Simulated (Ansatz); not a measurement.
# BP: the cost of one run

Computed with Ansatz 0.2.0 (DFT LDA, scalar-relativistic, unless a step's input says otherwise).

## (1) The structure to begin with

It takes space group F-43m (No. 216, cubic). Conventional cell: a = 4.538 Å, b = 4.538 Å, c = 4.538 Å, α = 90.00°, β = 90.00°, γ = 90.00°. B (site symmetry -43m) has 4 P at 1.97 Å as nearest neighbours. P (site symmetry -43m) is surrounded by 4 B at 1.97 Å.

Coordinates:

```
CELL_PARAMETERS angstrom
0.00000 2.26900 2.26900
2.26900 0.00000 2.26900
2.26900 2.26900 0.00000
ATOMIC_POSITIONS crystal
B 0.00000 0.00000 0.00000
P 0.75000 0.75000 0.75000
```

Atoms are numbered in the order of the input: B1, P2.

## (2) After the deformation

Space group F-43m before, I-4m2 after.

## (3) Full-potential LAPW

input.yaml reads:

```yaml
crystal:
  lattice:
    - [0.0, 2.269, 2.20093]
    - [2.269, 0.0, 2.20093]
    - [2.269, 2.269, 0.0]
  atoms:
    - { symbol: B, position: [0.0, 0.0, 0.0] }
    - { symbol: P, position: [0.75, 0.75, 0.75] }
kpoints:
  mp_grid: { grid: [15, 15, 15] }
  band_path:
    path:
      - [0.0, 0.0, 0.0]
      - [0.0, 0.5, 0.5]
      - [0.25, 0.75, 0.5]
      - [0.0, 0.5, 0.0]
      - [0.0, 0.0, 0.0]
      - [0.5, 0.5, 0.0]
      - [0.3828515251, 0.6171484749, 0.0]
      - [-0.3828515251, 0.3828515251, 0.0]
      - [0.0, 0.0, 0.0]
    npoints: 5
scf:
  occupations: { method: fermi_dirac, width: 0.05 }
hamiltonian:
  xc: lda
  pseudopotentials: { kind: all_electron, lapw: { basis_error: 0.001 } }
output:
  forces: true
  stress: true
  eigenvalues: true
```

Command:

```sh
$ ansatz run input.yaml --threads 1 --pin off --max-ram 3072MiB --backend cpu --events-out ev --progress --plain --runs-dir out
```

What time and memory should one allow on 1 thread of Arm Neoverse V1, shared host?

About 40 s, with a peak of 0.42 GiB.
